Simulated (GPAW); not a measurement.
Runs of GPAW 26.7.0 on LiCl. Symmetry: Fm-3m, No. 225, cubic system. The conventional cell has a = 5.130 Å, b = 5.130 Å, c = 5.130 Å, α = 90.00°, β = 90.00°, γ = 90.00°. Cl (site symmetry m-3m) is surrounded by 6 Li at 2.56 Å. Li (site symmetry m-3m) has 6 Cl at 2.56 Å as nearest neighbours. 

```tsv
task	level	potentials or basis	cell	k mesh	cutoff (eV)	smearing	maxiter	band path	band points	data set	mesh quality	gap on the mesh (eV)	pressure (GPa)
single point	HSE06	GPAW PAW data sets (gpaw-data 1.2.1), pw	as given	4 × 4 × 4	600	fermi-dirac 0.05 eV	60	-	-	-	coarse	(a)	-
band structure	RPBE+D4	the program's PAW data sets (release 1.2.1) made for this functional, pw	the cell as VASP's run set it	9 × 9 × 9	800	gaussian 0.01 eV	150	GXWKGLUWLK,UX	80	-	not flagged	6.57	-0.6
band structure	GLLB-SC	the program's PAW data sets (release 1.2.1) made for this functional, pw	as given	7 × 7 × 7	800	fermi-dirac 0.05 eV	150	GXWKGLUWLK,UX	100	-	not flagged	10.40	-
band structure	BP86	PAW data sets generated in the run's folder for this functional, pw	as given	7 × 7 × 7	800	fermi-dirac 0.05 eV	150	GXWKGLUWLK,UX	60	-	not flagged	(b)	0.8
```

Alike in all rows: no spin polarisation.

Question: Estimate the missing entries.

Answer: (a) 7.63; (b) 6.34.

Caveats: some runs use coarse meshes; exact exchange converges slowly with the k mesh, and this mesh is small (some runs); the PAW data sets were made with another functional, which shifts forces and pressure a little (some runs); the GLLB-SC gap is the Kohn-Sham gap of the path plus the derivative discontinuity (some runs); a model potential gives levels but no total energy (some runs); an odd mesh through Γ misses points on the zone boundary, where band edges often lie (some runs).

Runs at the PBE level aren't shown here.
